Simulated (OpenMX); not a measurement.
# Te2Mo: single point with PBE

Slab: Te2Mo, a slab with vacuum.

```
Te Mo
1.0
     6.36161    0.00000    0.00000
     0.00000    3.48040    0.00000
    -0.08574    0.00000   36.17589
Te Mo
4 2
Direct
  0.43292 0.75103 0.54077
  0.57498 0.25758 0.45904
  0.91713 0.25191 0.55678
  0.07944 0.73734 0.44383
  0.18413 0.25975 0.49747
  0.81776 0.75067 0.50179
```

The cell isn't the ideal one: atoms moved at random, drawn with an rms of 0.05 Å.

```yaml
Program: OpenMX 3.8.5
Task: single point
Functional: PBE
Potentials_or_basis: OpenMX 2013 PBE set, Te7.0-s3p2d2f1, Mo7.0-s3p2d2, grid cutoff 500 Ry
k_mesh: 5 × 9 × 1
Occupations: fermi-dirac, width 0.05 eV
Spin: no spin polarisation
```

* Largest force: 1.244 eV/Å
* Band gap on the k mesh: none (metal or under the smearing width)
* Mulliken charges: Te -0.31, -0.33; Mo +0.64 e

Forces in eV/Å, atoms in the order of the input:
```
Te  -0.131  0.050  0.237
Te  -0.304 -0.113 -0.410
Te   0.157  0.003  0.319
Te   0.137  0.525 -1.120
Mo  -0.022 -0.566  0.365
Mo   0.154  0.098  0.602
```

Levels at points of the mesh, in eV from the Fermi level:
```
           k point  band 43  band 44  band 45  band 46  band 47  band 48  band 49  band 50
(0.00, 0.00, 0.00)    -0.94    -0.59    -0.26     0.15     0.54     1.01     1.71     2.18
```

It took 9.3 min on 1 thread of Arm Neoverse N1, with other jobs on the host, peak memory 3.5 GiB.

Caveat: Mulliken charges move with the basis; the basis of atomic orbitals isn't converged, which shifts pressures, moduli and gaps. The run has no spin-orbit coupling, so splittings on Te are missing.
